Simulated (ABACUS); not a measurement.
A run of ABACUS 3.10.1 is set up as follows.

Contents of INPUT:

```
INPUT_PARAMETERS
suffix              C
calculation         scf
basis_type          lcao
pseudo_dir          ./
orbital_dir         ./
symmetry            1
dft_functional      pbe
ecutwfc             100
pseudo_rcut         10
nspin               1
nbands              12
ks_solver           genelpa
smearing_method     fd
smearing_sigma      0.00367493
scf_thr             1e-07
scf_nmax            100
mixing_type         broyden
mixing_beta         0.7
cal_force           1
cal_stress          1
out_mul             1
```

File STRU:

```
ATOMIC_SPECIES
C 12.0110 C.upf

NUMERICAL_ORBITAL
C_confined-atom_6au_2s2p1d.orb

LATTICE_CONSTANT
1.8897261246

LATTICE_VECTORS
1.2331880975 0.7119814801 8.2826151019
-1.2331880975 0.7119814801 8.2826151019
0.0000000000 -1.4239629601 8.2826151019

ATOMIC_POSITIONS
Direct

C
0.0
4
0.0949970000 0.0840180000 0.0795730000 1 1 1
0.7486170000 0.7650760000 0.7462580000 1 1 1
0.2252230000 0.2424710000 0.2687820000 1 1 1
0.9107560000 0.9286910000 0.9007020000 1 1 1
```

Contents of KPT:

```
K_POINTS
0
Gamma
12 12 12 0 0 0
```

Potentials or basis: PseudoDojo NC SR 0.4.1 PBE standard, DZP LCAO (the cutoffs set its grid).

Launch:

```console
$ OMP_NUM_THREADS=1 mpirun -np 4 abacus > log
```

Question: Estimate the band gap on the k mesh.

Answer: 0.41 eV, indirect (least direct gap 0.43 eV).

Question: Estimate the pressure.

Answer: 4.4 GPa.

Question: What does it give for the largest force?

Answer: 4.808 eV/Å.

Stress tensor (GPa, compression positive):
```
 3.02  1.46  0.08
 1.46 11.83 -0.53
 0.08 -0.53 -1.73
```

Caveat: the atomic orbitals were generated for these runs and aren't a published set; the basis of atomic orbitals isn't converged, which shifts pressures, moduli and gaps. A k mesh can miss the band edges.
